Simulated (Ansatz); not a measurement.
Set up this calculation in Ansatz 0.2.0, as the native input.

```
Task                : relaxation of cell and atoms
Functional          : r2SCAN
Dispersion          : rVV10
Potentials or basis : Ansatz PAW
Cutoff              : 500 eV (not typed: the program's choice for these potentials)
k mesh              : 7 × 7 × 5
Occupations         : fermi-dirac, width 0.05 eV
Spin                : collinear spin, ferromagnetic start
Starting moments    : [0.0, 0.0, 4.0, 4.0] μB
```

The system is MnSb.

```xyz
4
Lattice="4.1500 0.0000 0.0000 -2.0750 3.5940 0.0000 0.0000 0.0000 5.7800" Properties=species:S:1:pos:R:3 pbc="T T T"
Sb    2.0750    1.1980    4.3350
Sb    0.0000    2.3960    1.4450
Mn    0.0000    0.0000    2.8900
Mn    0.0000    0.0000    0.0000
```

The input as run:

input.yaml

```yaml
crystal:
  lattice:
    - [4.15, 0.0, 0.0]
    - [-2.075, 3.5940054257, 0.0]
    - [0.0, 0.0, 5.78]
  atoms:
    - { symbol: Sb, position: [0.6666666667, 0.3333333333, 0.75] }
    - { symbol: Sb, position: [0.3333333333, 0.6666666667, 0.25] }
    - { symbol: Mn, position: [0.0, 0.0, 0.5], spin: 4.0 }
    - { symbol: Mn, position: [0.0, 0.0, 0.0], spin: 4.0 }
hamiltonian:
  xc: r2scan
  pseudopotentials: { kind: paw }
  dispersion: rvv10
magnetization:
  spin_polarized: true
kpoints:
  mp_grid: { grid: [7, 7, 5] }
scf:
  occupations: { method: fermi_dirac, width: 0.05 }
output:
  forces: true
  stress: true
relax:
  f_tol: 0.01
  max_steps: 40
  cell: { stress_tol: 0.05 }
```

Potentials or basis: Ansatz PAW.

The run is started by

```sh
$ ansatz run input.yaml --threads 2 --pin off --max-ram 5120MiB --backend cpu --events-out ev --progress --plain --runs-dir out
```

Results of the run:

```json
{"Relaxed volume": "21.31 Å³/atom", "Relaxed cell": "a = 4.126 Å, b = 4.126 Å, c = 5.780 Å, α = 90.00°, β = 90.00°, γ = 120.00°", "Space group after relaxing (to 0.05 Å)": "P6_3/mmc (No. 194)", "Energy gained by relaxing": "0.7 meV/atom", "Ionic steps": "4", "Pressure after relaxing": "0.0 GPa", "Net moment": "7.44 μB per cell", "Absolute moment": "8.57 μB per cell", "Site moments": "Sb -0.16; Mn +3.86 μB"}
```

Caveat: the magnetic or orbital state may not be the lowest; the plane-wave basis is chosen anew once the cell has moved, so the energies of steps on either side of that aren't comparable; only a ferromagnetic start was run, and an antiferromagnetic order may lie lower in energy; the PAW data sets come from PBE, with cores solved anew for the run's functional, which leaves a small shift of forces and pressure.

Run time: 86 s on 2 threads of Arm Neoverse V1, with other jobs on the host, peak memory 0.82 GiB.
